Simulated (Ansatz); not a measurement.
# Ta2N (P-3m1) in Ansatz: notebook, part 2 of 2

Ansatz 0.2.0.

## 5. Single point, PBE+U, collinear spin, antiferromagnetic start, 13.35 Å³/atom (volume scaled by 0.98)

Contents of input.yaml:

```yaml
crystal:
  lattice:
    - [3.0919691885, 0.0, 0.0]
    - [-1.5459845943, 2.6777238649, 0.0]
    - [0.0, 0.0, 4.8371565186]
  atoms:
    - { symbol: Ta, position: [0.3333333333, 0.6666666667, 0.254711], spin: 0.5 }
    - { symbol: Ta, position: [0.6666666667, 0.3333333333, 0.745289], spin: -0.5 }
    - { symbol: "N", position: [0.0, 0.0, 0.0] }
hamiltonian:
  xc: pbe
  pseudopotentials: { kind: paw }
  hubbard:
    sites: [{ species: Ta, l: d, u_eff: 1.0 }]
    projectors: all-electron-ortho-atomic
    double_counting: amf
magnetization:
  spin_polarized: true
kpoints:
  mp_grid: { grid: [10, 10, 6] }
scf:
  occupations: { method: fermi_dirac, width: 0.15 }
output:
  forces: true
  stress: true
  eigenvalues: true
  write_density: true
  write_potential: true
  elf: true
  volumetric_format: npy
```

Run with:

```bash
$ ansatz run input.yaml --threads 2 --pin off --max-ram 5120MiB --backend cpu --events-out ev --progress --plain --runs-dir out
```

It took 13 s on 2 threads of Arm Neoverse V1, shared host; peak memory 0.46 GiB.

The run converged. Its results:

```yaml
Free_energy: -20250.9536 eV
Pressure: 4.7 GPa
Largest_force: 0.098 eV/Å
Band_gap_on_the_k_mesh: none (metal or under the smearing width)
Net_moment: 0.00 μB per cell
Absolute_moment: 0.00 μB per cell
```

Caveat: the magnetic or orbital state may not be the lowest; the starting moments weren't kept.

## 6. Single point, PBE+U, collinear spin, antiferromagnetic start, 13.62 Å³/atom

input.yaml: that of step 5 with these lines changed.

```diff
@@ -2,5 +2,5 @@
   lattice:
-    - [3.0919691885, 0.0, 0.0]
-    - [-1.5459845943, 2.6777238649, 0.0]
-    - [0.0, 0.0, 4.8371565186]
+    - [3.112861506, 0.0, 0.0]
+    - [-1.556430753, 2.6958171426, 0.0]
+    - [0.0, 0.0, 4.869841]
   atoms:
@@ -26,5 +26 @@
   eigenvalues: true
-  write_density: true
-  write_potential: true
-  elf: true
-  volumetric_format: npy
```

Potentials or basis: Ansatz PAW.

Run with:

```bash
$ ansatz run input.yaml --threads 2 --pin off --max-ram 5120MiB --backend cpu --events-out ev --progress --plain --runs-dir out
```

It took 10 s on 2 threads of Arm Neoverse V1, shared host; peak memory 0.46 GiB.

Results (log left out):

* Free energy: -20250.9627 eV
* Pressure: -1.1 GPa
* Largest force: 0.018 eV/Å
* Band gap on the k mesh: none (metal or under the smearing width)
* Net moment: 0.00 μB per cell
* Absolute moment: 0.00 μB per cell

Caveat: the magnetic or orbital state may not be the lowest; the starting moments weren't kept.

## 7. Single point, PBE+U, collinear spin, antiferromagnetic start, 13.89 Å³/atom (volume scaled by 1.02)

input.yaml: that of step 6 with these lines changed.

```diff
@@ -2,5 +2,5 @@
   lattice:
-    - [3.112861506, 0.0, 0.0]
-    - [-1.556430753, 2.6958171426, 0.0]
-    - [0.0, 0.0, 4.869841]
+    - [3.1334770837, 0.0, 0.0]
+    - [-1.5667385418, 2.7136707566, 0.0]
+    - [0.0, 0.0, 4.9020925425]
   atoms:
@@ -26 +26,5 @@
   eigenvalues: true
+  write_density: true
+  write_potential: true
+  elf: true
+  volumetric_format: npy
```

Run with:

```bash
$ ansatz run input.yaml --threads 2 --pin off --max-ram 5120MiB --backend cpu --events-out ev --progress --plain --runs-dir out
```

Wall time 14 s (2 threads of Arm Neoverse V1, shared host); peak memory 0.47 GiB.

The run converged. Its results:

| Quantity | Value |
| --- | --- |
| Free energy | -20250.9437 eV |
| Pressure | -6.3 GPa |
| Largest force | 0.123 eV/Å |
| Band gap on the k mesh | none (metal or under the smearing width) |
| Net moment | 0.00 μB per cell |
| Absolute moment | 0.00 μB per cell |

Caveat: the magnetic or orbital state may not be the lowest; the starting moments weren't kept.

## 8. Single point, PBE+U, collinear spin, antiferromagnetic start, 14.17 Å³/atom (volume scaled by 1.04)

input.yaml: that of step 7 with these lines changed.

```diff
@@ -2,5 +2,5 @@
   lattice:
-    - [3.1334770837, 0.0, 0.0]
-    - [-1.5667385418, 2.7136707566, 0.0]
-    - [0.0, 0.0, 4.9020925425]
+    - [3.1538249076, 0.0, 0.0]
+    - [-1.5769124538, 2.731292489, 0.0]
+    - [0.0, 0.0, 4.9339252043]
   atoms:
@@ -26,5 +26 @@
   eigenvalues: true
-  write_density: true
-  write_potential: true
-  elf: true
-  volumetric_format: npy
```

Run with:

```bash
$ ansatz run input.yaml --threads 2 --pin off --max-ram 5120MiB --backend cpu --events-out ev --progress --plain --runs-dir out
```

Wall time 11 s (2 threads of Arm Neoverse V1, shared host); peak memory 0.48 GiB.

The run converged. Its results:

| Item | Value |
| --- | --- |
| Free energy | -20250.8994 eV |
| Pressure | -11.0 GPa |
| Largest force | 0.218 eV/Å |
| Band gap on the k mesh | none (metal or under the smearing width) |
| Net moment | 0.00 μB per cell |
| Absolute moment | 0.00 μB per cell |

Caveat: the magnetic or orbital state may not be the lowest; the starting moments weren't kept.

## 9. Single point, PBE+U, collinear spin, antiferromagnetic start, 14.44 Å³/atom (volume scaled by 1.06)

input.yaml: that of step 8 with these lines changed.

```diff
@@ -2,5 +2,5 @@
   lattice:
-    - [3.1538249076, 0.0, 0.0]
-    - [-1.5769124538, 2.731292489, 0.0]
-    - [0.0, 0.0, 4.9339252043]
+    - [3.1739135059, 0.0, 0.0]
+    - [-1.586956753, 2.7486897255, 0.0]
+    - [0.0, 0.0, 4.9653523268]
   atoms:
```

Potentials or basis: Ansatz PAW.

Run with:

```bash
$ ansatz run input.yaml --threads 2 --pin off --max-ram 5120MiB --backend cpu --events-out ev --progress --plain --runs-dir out
```

Wall time 11 s (2 threads of Arm Neoverse V1, shared host); peak memory 0.48 GiB.

The run converged. Its results:

```yaml
Free_energy: -20250.8323 eV
Pressure: -15.2 GPa
Largest_force: 0.305 eV/Å
Band_gap_on_the_k_mesh: none (metal or under the smearing width)
Net_moment: 0.00 μB per cell
Absolute_moment: 0.00 μB per cell
```

Caveat: the magnetic or orbital state may not be the lowest; the starting moments weren't kept.

## 10. Equation of state, PBE+U, collinear spin, antiferromagnetic start

Potentials or basis: Ansatz PAW.

No new run: the results of the series are fitted here.

Results:

```
Equilibrium volume                        : 13.57 Å³/atom
Bulk modulus at fixed shape and positions : 280 GPa
Pressure derivative of the bulk modulus   : 4.3
```

Energy against volume, from the lowest point:
```
volume (Å³/atom)  energy (meV/atom)
          12.805              41.64
          13.077              16.53
          13.350               3.04
          13.622               0.00
          13.895               6.34
          14.167              21.13
          14.439              43.48
```

Caveat: the magnetic or orbital state may not be the lowest; the cell was scaled at fixed shape and fractional positions, which overstates the stiffness of a crystal with free parameters, most of all of layers and chains.

## 11. Ladder of functionals, PBE+U, spin-orbit coupling, no magnetisation (cell strained at random at fixed volume)

Contents of input.yaml:

```yaml
crystal:
  lattice:
    - [3.101266, 0.024309, 0.049471]
    - [-1.529581, 2.705982, -0.022614]
    - [0.077394, 0.003832, 4.849443]
  atoms:
    - { symbol: Ta, position: [0.3333333333, 0.6666666667, 0.254711] }
    - { symbol: Ta, position: [0.6666666667, 0.3333333333, 0.745289] }
    - { symbol: "N", position: [0.0, 0.0, 0.0] }
hamiltonian:
  xc: pbe
  pseudopotentials: { kind: nc_fr, accuracy: standard }
  hubbard:
    sites: [{ species: Ta, l: d, u_eff: 5.0 }]
    projectors: all-electron-ortho-atomic
magnetization:
  noncollinear: true
  spin_orbit: true
kpoints:
  mp_grid: { grid: [8, 8, 4] }
scf:
  occupations: { method: methfessel_paxton, width: 0.1 }
output:
  forces: true
  stress: true
  eigenvalues: true
  xc_energy_on_converged_density: [lda, pbesol, rpbe, revpbe, blyp]
```

Potentials or basis: PseudoDojo standard (PBE files).

Run with:

```bash
$ ansatz run input.yaml --threads 2 --pin off --max-ram 5120MiB --backend cpu --events-out ev --progress --plain --runs-dir out
```

Standard output:

```text
Warning: RAYON_NUM_THREADS=2 ignored (pool sized by the plan → 2); use --threads N
Engine: ansatz 0.2.0, aarch64-unknown-linux-gnu
Pseudopotentials: kind: nc_fr
Pseudopotential: Ta, nc_fr, valence charge 13, recommended cutoff 789.130201 eV (normal), Ta.nc_fr.azcp (PseudoDojo's, or run here from an input of PseudoDojo's; its table is named by hamiltonian.pseudopotentials.accuracy)
[... 87 lines left out ...]
  k-point 1: bands = ["-49.0992", "-49.0992", "-49.0356", "-49.0356", "-21.9751", "-21.9751", "-21.7992", "-21.7992", "-13.5693", "-13.5693", "-13.0756", "-13.0756", "-12.9769", "-12.9769", "-12.9498", "-12.9498", "2.4005", "2.4005", "10.8863", "10.8863", "13.5363", "13.5363", "13.8069", "13.8069", "15.2642", "15.2642", "18.0340", "18.0340", "18.7247", "18.7247", "19.7327", "19.7327", "20.5359", "20.5359", "21.0497", "21.0497", "21.2344", "21.2344", "21.7266", "21.7266"]
  k-point 2: bands = ["-49.0720", "-49.0720", "-49.0653", "-49.0653", "-21.8902", "-21.8902", "-21.8834", "-21.8834", "-13.3078", "-13.3078", "-13.2477", "-13.2477", "-13.0324", "-13.0324", "-13.0054", "-13.0054", "2.5246", "2.5246", "10.5560", "10.5560", "13.4526", "13.4526", "13.7323", "13.7323", "16.7467", "16.7467", "16.8518", "16.8518", "18.4114", "18.4114", "19.3229", "19.3229", "21.2658", "21.2658", "21.3353", "21.3353", "22.1832", "22.1832", "22.3675", "22.3675"]
  k-point 131: bands = ["-49.0217", "-49.0217", "-49.0147", "-49.0147", "-22.0208", "-22.0208", "-21.9970", "-21.9970", "-13.6785", "-13.6785", "-13.6207", "-13.6207", "-13.1521", "-13.1521", "-13.1203", "-13.1203", "3.2614", "3.2614", "11.3410", "11.3410", "13.0363", "13.0363", "13.6089", "13.6089", "16.7438", "16.7438", "17.5361", "17.5361", "17.6016", "17.6016", "19.7168", "19.7168", "20.6239", "20.6239", "22.9620", "22.9620", "23.5040", "23.5040", "23.7709", "23.7709"]
Occupation matrices written to <dir>
```

occupation_matrices:

```text
# The occupation matrices of the corrected shells as a run of Ansatz 0.0.0 ended. An entry of
[... 45 lines left out ...]
      - [[0.004980641516180794, -0.0008794572494270013], [0.0015615508313625544, -0.019326800621479727], [-0.020683229768892163, 0.004642423635934449], [-0.00017457830012506683, -0.0032721405033162235], [0.0, 0.0], [0.0041024266291752485, 0.00022538960830666838], [0.0026532915708563183, 0.0007183111973937282], [0.0007607736719939881, -0.00960470584981838], [0.008668606375087774, 0.04747397348167212], [0.3748355462249555, 0.0]]
```

It took 2.4 min on 2 threads of Arm Neoverse V1, shared host; peak memory 2.6 GiB.

Results:

| Item | Value |
| --- | --- |
| Free energy | -3823.1144 eV |
| Pressure | 3.6 GPa |
| Largest force | 0.250 eV/Å |
| Band gap on the k mesh | none (metal or under the smearing width) |

Forces in eV/Å, atoms in the order of the input:
```
Ta  -0.099 -0.012  0.229
Ta   0.099  0.012 -0.229
N    0.000  0.000  0.000
```

Levels at points of the mesh, in eV from the Fermi level:
| k point | band 28 | band 29 | band 30 | band 31 | band 32 | band 33 | band 34 | band 35 |
| --- | --- | --- | --- | --- | --- | --- | --- | --- |
| (0.00, 0.00, 0.00) | -1.18 | -0.80 | -0.80 | -0.09 | -0.09 | 0.31 | 0.31 | 0.53 |
| (0.00, 0.00, -0.50) | -3.09 | -1.53 | -1.53 | -0.62 | -0.62 | 1.33 | 1.33 | 1.40 |
| (0.00, -0.50, 0.00) | -2.88 | -1.66 | -1.66 | 1.43 | 1.43 | 2.05 | 2.05 | 3.46 |
| (0.00, -0.50, -0.50) | -2.42 | -2.39 | -2.39 | -0.44 | -0.44 | 0.91 | 0.91 | 2.95 |
| (-0.50, 0.00, 0.00) | -2.86 | -1.80 | -1.80 | 1.28 | 1.28 | 1.96 | 1.96 | 3.43 |
| (-0.50, 0.00, -0.50) | -2.44 | -2.27 | -2.27 | -0.57 | -0.57 | 0.97 | 0.97 | 2.98 |
| (-0.50, -0.50, 0.00) | -2.80 | -1.50 | -1.50 | 1.61 | 1.61 | 2.18 | 2.18 | 3.57 |
| (-0.50, -0.50, -0.50) | -2.40 | -2.34 | -2.34 | -0.22 | -0.22 | 0.69 | 0.69 | 3.02 |

Caveat: U without spin polarisation on a metal has little footing.
